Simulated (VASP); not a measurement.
# Ru in VASP: relaxation of the atoms with PBE

Aim: the relaxation of the atoms of Ru with PBE.

Program: VASP 6.6.1. These are calculated values, not measurements. Logs are shortened: lines on timing, memory, paths and dates and some standing lists are left out, and cuts for length are marked.

### 1 Starting point

The cell holds a slab with vacuum, 4 atoms: a = 2.719 Å, b = 2.719 Å, c = 32.514 Å, α = 90.00°, β = 90.00°, γ = 120.00°.

The cell was built by a generator and needn't be a form met in nature.

### 2 Relaxation of the atoms, PBE

File INCAR:

```
SYSTEM = Ru
PREC     = Accurate       ! precision mode
ENCUT    = 520            ! plane-wave cutoff, eV
EDIFF    = 1E-6           ! SCF threshold, eV
ISMEAR   = 1              ! smearing method
SIGMA    = 0.1            ! smearing width, eV
LREAL    = .FALSE.        ! projectors in reciprocal space
LASPH    = .TRUE.         ! aspherical terms in the spheres
NELM     = 120            ! most SCF steps
ALGO     = Normal         ! electronic algorithm
ISIF     = 2              ! what is computed and relaxed
LWAVE    = .FALSE.        ! write WAVECAR
LCHARG   = .FALSE.        ! write CHGCAR
LDIPOL   = .TRUE.       
IDIPOL   = 3            
DIPOL    = 0.5 0.5 0.500
GGA      = PE             ! functional
IBRION   = 2              ! ionic algorithm
NSW      = 90             ! ionic steps
EDIFFG   = -0.02          ! ionic threshold
KPAR     = 2
```

File KPOINTS:

```
Automatic mesh
0
G
  14 14 1
  0 0 0
```

File POSCAR:

```
Ru
1.0
    2.7193470000      0.0000000000      0.0000000000
   -1.3596735000      2.3550235400      0.0000000000
    0.0000000000      0.0000000000     32.5142012800
Ru
4
Selective dynamics
Direct
    0.3333330000      0.6666670000      0.4008964000  F F F
    0.6666670000      0.3333330000      0.4669654700  T T T
    0.3333330000      0.6666670000      0.5330345300  T T T
    0.6666670000      0.3333330000      0.5991036000  T T T
```

Potentials or basis: VASP PAW PBE potentials, release 64 (Ru_pv).

Launch:

```console
cat potpaw_PBE.64/Ru_pv/POTCAR > POTCAR
mpirun -np 2 vasp_std > vasp.out
```

OUTCAR:

```text
SYSTEM = Ru
   PREC = Accurate
   ENCUT = 520
   EDIFF = 1E-6
   ISMEAR = 1
   LREAL = .FALSE.
   LASPH = .TRUE.
   NELM = 120
   ISIF = 2
   GGA = PE
   IBRION = 2
   NSW = 90
   EDIFFG = -0.02

 ion  position               nearest neighbor table
   1  0.333  0.667  0.401-   2 2.66   2 2.66   2 2.66
   2  0.667  0.333  0.467-   3 2.66   3 2.66   1 2.66   1 2.66   3 2.66   1 2.66
   3  0.333  0.667  0.533-   2 2.66   2 2.66   4 2.66   4 2.66   2 2.66   4 2.66
   4  0.667  0.333  0.599-   3 2.66   3 2.66   3 2.66

  LATTYP: Found a hexagonal cell.
 ALAT       =     2.7193470000
 C/A-ratio  =    11.9566209388

  Lattice vectors:

 A1 = (   2.7193470000,   0.0000000000,   0.0000000000)
 A2 = (  -1.3596735000,   2.3550235400,   0.0000000000)
 A3 = (   0.0000000000,   0.0000000000,  32.5142012800)

Analysis of symmetry for initial positions (statically):
=====================================================================
 Subroutine PRICEL returns:
 Original cell was already a primitive cell.

 Routine SETGRP: Setting up the symmetry group for a
 hexagonal supercell.

 Subroutine GETGRP returns: Found 12 space group operations
 (whereof 12 operations were pure point group operations)
 out of a pool of 24 trial point group operations.

The static configuration has the point symmetry D_3d.

Analysis of symmetry for dynamics (positions and initial velocities):
=====================================================================
 Subroutine PRICEL returns:
 Original cell was already a primitive cell.

 Routine SETGRP: Setting up the symmetry group for a
 hexagonal supercell.

 Subroutine GETGRP returns: Found 12 space group operations
 (whereof 12 operations were pure point group operations)
 out of a pool of 24 trial point group operations.

The dynamic configuration has the point symmetry D_3d.

Analysis of constrained symmetry for selective dynamics:
=====================================================================
 Subroutine PRICEL returns:
 Original cell was already a primitive cell.

 Routine SETGRP: Setting up the symmetry group for a
 hexagonal supercell.

 Subroutine GETGRP returns: Found  6 space group operations
 (whereof  6 operations were pure point group operations)
 out of a pool of 24 trial point group operations.

[... 123 lines left out ...]
     AMIX_MAG =   1.60;   BMIX_MAG =  1.00
  volume/ion in A,a.u.               =      52.06       351.29
  Fermi-wavevector in a.u.,A,eV,Ry     =   1.056720  1.996911 15.193038  1.116657
  Thomas-Fermi vector in A             =   2.191966
   LORBIT       =      0    0 simple, 1 ext, 2 COOP (PROOUT), +10 PAW based schemes
   GGA     = PE    functional components
   LHFCALC =     F    Hartree Fock is set to
   AEXX    =    0.0000 exact exchange contribution
   IVDW    =     0    specifies the selected vdW correction
   LEPSILON=     F    determine dielectric tensor
   LRPA    =     F    only Hartree local field effects (RPA)
 conjugate gradient relaxation of ions
 non-spin polarized calculation
 Methfessel and Paxton  Order N= 1 SIGMA  =   0.10
  energy-cutoff  :      520.00
  volume of cell :      208.23
 maximum number of plane-waves:      5649
   NGX = 11   NGY = 11   NGZ =121

--------------------------------------- Ionic step        1  -------------------------------------------

 number of electron      56.0000022 magnetization

 Free energy of the ion-electron system (eV)
  ---------------------------------------------------
  ext. energy  EPLUGINS =         0.00000000
  ---------------------------------------------------
  free energy    TOTEN  =       -34.75439261 eV

  energy without entropy =      -34.75906315  energy(sigma->0) =      -34.75594946

------------------------ aborting loop because EDIFF is reached ----------------------------------------

  FORCE on cell =-STRESS in cart. coord.  units (eV):
  Direction    XX          YY          ZZ          XY          YZ          ZX
  --------------------------------------------------------------------------------------
  -------------------------------------------------------------------------------------
  Total       -3.8181393     -3.8181392     -3.3296635      0.0000000      0.0000000      0.0000000
  in kB      -29.3784841    -29.3784830    -25.6199314      0.0000000      0.0000000      0.0000000
  external PRESSURE =     -28.1256328 kB  Pullay stress =       0.0000000 kB
[... 285 lines left out ...]
  FREE ENERGIE OF THE ION-ELECTRON SYSTEM (eV)
  ---------------------------------------------------
  free  energy   TOTEN  =       -34.8074541843 eV

  energy  without entropy=      -34.8065874997  energy(sigma->0) =      -34.80716529

 dipolmoment           0.000000      0.000000      0.000082 electrons x Angstroem

--------------------------------------- Ionic step        9  -------------------------------------------

 number of electron      56.0000021 magnetization

 dipolmoment           0.000000      0.000000     -0.000021 electrons x Angstroem

 Free energy of the ion-electron system (eV)
  ---------------------------------------------------
  ext. energy  EPLUGINS =         0.00000000
  ---------------------------------------------------
  free energy    TOTEN  =       -34.80783601 eV

  energy without entropy =      -34.80663876  energy(sigma->0) =      -34.80743693

 E-fermi :  -0.3196     XC(G=0):  -4.3226

 val. band max:       -0.3227323778   @ k =   0.2857   0.0714   0.0000
 cond. band min:      -0.3146492719   @ k =   0.2143  -0.0000   0.0000
 fundamental gap:      0.0080831059
 Fermi energy:        -0.3195962590

 k-point     1 :       0.0000    0.0000    0.0000
  band No.  band energies     occupation
      1     -43.9454      2.00000
      2     -43.5480      2.00000
      3     -43.1543      2.00000
      4     -43.1542      2.00000
      5     -43.0776      2.00000
      6     -43.0776      2.00000
[... 853 lines left out ...]
     32       0.9327     -0.00000
     33       6.3476      0.00000

------------------------ aborting loop because EDIFF is reached ----------------------------------------

 vacuum level on the upper side and lower side of the slab       (xc-potential included)        -0.024        -0.054

  FORCE on cell =-STRESS in cart. coord.  units (eV):
  Direction    XX          YY          ZZ          XY          YZ          ZX
  --------------------------------------------------------------------------------------
  -------------------------------------------------------------------------------------
  Total       -2.7191724     -2.7191723     -0.0625491      0.0000000      0.0000000     -0.0000000
  in kB      -20.9225377    -20.9225369     -0.4812809      0.0000000      0.0000000     -0.0000000
  external PRESSURE =     -14.1087852 kB  Pullay stress =       0.0000000 kB
[... 19 lines left out ...]
  FREE ENERGIE OF THE ION-ELECTRON SYSTEM (eV)
  ---------------------------------------------------
  free  energy   TOTEN  =       -34.8078360073 eV

  energy  without entropy=      -34.8066387633  energy(sigma->0) =      -34.80743693

 reached required accuracy - stopping structural energy minimisation

 vacuum level on the upper side and lower side of the slab         4.700         4.670
```

OSZICAR:

```text
N       E                     dE             d eps       ncg     rms          rms(c)
DAV:   1     0.489610652603E+03    0.48961E+03   -0.34800E+04  2200   0.151E+03
DAV:   2    -0.216204366985E+02   -0.51123E+03   -0.50231E+03  1816   0.423E+02
DAV:   3    -0.370409716131E+02   -0.15421E+02   -0.14990E+02  2070   0.692E+01
[... 122 lines left out ...]
DAV:   5    -0.348078663336E+02    0.96865E-04   -0.79943E-04  1976   0.205E-01    0.531E-02
DAV:   6    -0.348078462831E+02    0.20051E-04   -0.39807E-04  2104   0.146E-01    0.292E-02
DAV:   7    -0.348078407474E+02    0.55357E-05   -0.11513E-04  2032   0.987E-02    0.190E-02
DAV:   8    -0.348078361067E+02    0.46407E-05   -0.45376E-05  1901   0.490E-02    0.448E-03
DAV:   9    -0.348078360073E+02    0.99331E-07   -0.15398E-06   937   0.103E-02
   9 F= -.34807836E+02 E0= -.34807437E+02  d E =-.114239E-03
```

CONTCAR:

```text
Ru
   1.00000000000000
     2.7193470000000000    0.0000000000000000    0.0000000000000000
    -1.3596735000000000    2.3550235399999999    0.0000000000000000
     0.0000000000000000    0.0000000000000000   32.5142012800000018
  Ru
     4
Selective dynamics
Direct
     0.3333330000000032    0.6666669999999968    0.4008964000000006   F   F   F
     0.6666669999999968    0.3333330000000032    0.4646678240605706   T   T   T
     0.3333330000000032    0.6666669999999968    0.5311506183642239   T   T   T
     0.6666669999999968    0.3333330000000032    0.5949261983609321   T   T   T

  0.00000000E+00  0.00000000E+00  0.00000000E+00
  0.00000000E+00  0.00000000E+00  0.00000000E+00
  0.00000000E+00  0.00000000E+00  0.00000000E+00
  0.00000000E+00  0.00000000E+00  0.00000000E+00
```

It took 5.9 min on 2 MPI ranks of Intel Xeon 6975P-C (Granite Rapids), shared host; peak memory 0.37 GiB.

Results:

```yaml
Free_energy: -34.8078 eV
Energy_gained_by_relaxing: 13.4 meV/atom
Ionic_steps: 9
Band_gap_on_the_k_mesh: none (metal or under the smearing width)
```

Step by step:
```tsv
step	energy change (eV)	largest force (eV/Å)	pressure (GPa)
1	0.0000	0.6949	-2.81
2	-0.0297	0.5320	-2.45
3	-0.0301	0.5096	-2.38
4	-0.0353	0.4507	-2.27
5	-0.0471	0.2652	-1.91
6	-0.0522	0.1405	-1.15
7	-0.0533	0.0561	-1.39
8	-0.0531	0.0993	-1.45
9	-0.0534	0.0038	-1.41
```

Final structure:
```cif
data_structure
_symmetry_space_group_name_H-M 'P 1'
_symmetry_Int_Tables_number 1
_cell_length_a 2.7193
_cell_length_b 2.7193
_cell_length_c 32.5142
_cell_angle_alpha 90.000
_cell_angle_beta 90.000
_cell_angle_gamma 120.000
_cell_volume 208.23
loop_
_atom_site_label
_atom_site_type_symbol
_atom_site_fract_x
_atom_site_fract_y
_atom_site_fract_z
_atom_site_occupancy
Ru1 Ru 0.33333 0.66667 0.40090 1
Ru2 Ru 0.66667 0.33333 0.46467 1
Ru3 Ru 0.33333 0.66667 0.53115 1
Ru4 Ru 0.66667 0.33333 0.59493 1
```
